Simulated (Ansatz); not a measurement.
Crystal: Os.

```xyz
2
Lattice="2.7341 0.0000 0.0000 -1.3671 2.3678 0.0000 0.0000 0.0000 4.3197" Properties=species:S:1:pos:R:3 pbc="T T T"
Os    1.3671    0.7893    3.2398
Os    0.0000    1.5785    1.0799
```

- Program: Ansatz 0.2.0
- Task: relaxation of cell and atoms
- Functional: B3LYP
- Potentials or basis: Ansatz PAW
- Cutoff: 420 eV (not typed: the program's choice for these potentials)
- k mesh: 6 × 6 × 3
- Occupations: fermi-dirac, width 0.05 eV
- Spin: no spin polarisation

At the start: volume 13.98 Å³/atom.

Problem. How do energy, volume and symmetry change on relaxing?

Solution. It ends after 5 steps and the volume is 14.41 Å³/atom (+3.0 %); space group P6_3/mmc (No. 194, to 0.05 Å).

The path:
| step | energy change (eV) | largest force (eV/Å) | volume (Å³) |
| --- | --- | --- | --- |
| 1 | 0.0000 | 0.0000 | 27.96 |
| 2 | -0.0373 | 0.0000 | 28.94 |
| 3 | -0.0385 | 0.0000 | 28.82 |
| 4 | -0.0385 | 0.0000 | 28.81 |
| 5 | -0.0388 | 0.0000 | 28.81 |

Final structure:
```
CELL_PARAMETERS angstrom
2.77465 0.00000 0.00000
-1.38732 2.40291 0.00000
0.00000 0.00000 4.32124
ATOMIC_POSITIONS crystal
Os 0.66667 0.33333 0.75000
Os 0.33333 0.66667 0.25000
```

Caveat: the k mesh is coarse (spacing up to 0.48 Å⁻¹), so the values aren't converged, least of all with exact exchange; the plane-wave basis is chosen anew once the cell has moved, so the energies of steps on either side of that aren't comparable; the PAW data sets come from PBE, with cores solved anew for the run's functional, which leaves a small shift of forces and pressure.
